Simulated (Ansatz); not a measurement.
# InP: the cost of one run

Method: DFT PBEsol, scalar-relativistic, in Ansatz 0.2.0.

### 1 The system as given

Symmetry: Fm-3m, No. 225, cubic system. Conventional cell: a = 5.710 Å, b = 5.710 Å, c = 5.710 Å, α = 90.00°, β = 90.00°, γ = 90.00°. In (site symmetry m-3m) is surrounded by 6 P at 2.85 to 2.86 Å. P (site symmetry m-3m) has 6 In at 2.85 to 2.86 Å as nearest neighbours.

Coordinates:

```cif
data_structure
_symmetry_space_group_name_H-M 'P 1'
_symmetry_Int_Tables_number 1
_cell_length_a 4.0376
_cell_length_b 4.0376
_cell_length_c 4.0376
_cell_angle_alpha 60.000
_cell_angle_beta 60.000
_cell_angle_gamma 60.000
_cell_volume 46.54
loop_
_atom_site_label
_atom_site_type_symbol
_atom_site_fract_x
_atom_site_fract_y
_atom_site_fract_z
_atom_site_occupancy
In1 In 0.00000 0.00000 0.00000 1
P1 P 0.50000 0.50000 0.50000 1
```

Atoms are numbered in the order of the input: In1, P2.

### 2 After the deformation

Space group Fm-3m before, R-3m after.

### 3 LAPW, all electrons

Input file input.yaml:

```yaml
crystal:
  lattice:
    - [0.02855, 2.869275, 2.869275]
    - [2.869275, 0.02855, 2.869275]
    - [2.869275, 2.869275, 0.02855]
  atoms:
    - { symbol: In, position: [0.0, 0.0, 0.0] }
    - { symbol: P, position: [0.5, 0.5, 0.5] }
kpoints:
  mp_grid: { grid: [11, 11, 11] }
  band_path:
    path:
      - [0.0, 0.0, 0.0]
      - [0.5, 0.5, 0.5]
      - [0.247543133, 0.5, 0.752456867]
      - [-0.247543133, 0.247543133, 0.5]
      - [0.0, 0.0, 0.5]
      - [0.0, 0.0, 0.0]
      - [-0.3737715665, 0.0, 0.3737715665]
      - [0.0, 0.3737715665, 0.6262284335]
      - [0.0, 0.5, 0.5]
    npoints: 5
scf:
  occupations: { method: fermi_dirac, width: 0.03 }
hamiltonian:
  xc: pbesol
  pseudopotentials: { kind: all_electron, lapw: { basis_error: 0.00025 } }
output:
  forces: true
  stress: true
  eigenvalues: true
```

Command:

```console
$ ansatz run input.yaml --threads 1 --pin off --max-ram 3072MiB --backend cpu --events-out ev --progress --plain --runs-dir out
```

Q: Estimate wall time and peak memory on 1 thread of Arm Neoverse V2, shared host.

About 32 s, with a peak of 0.54 GiB.
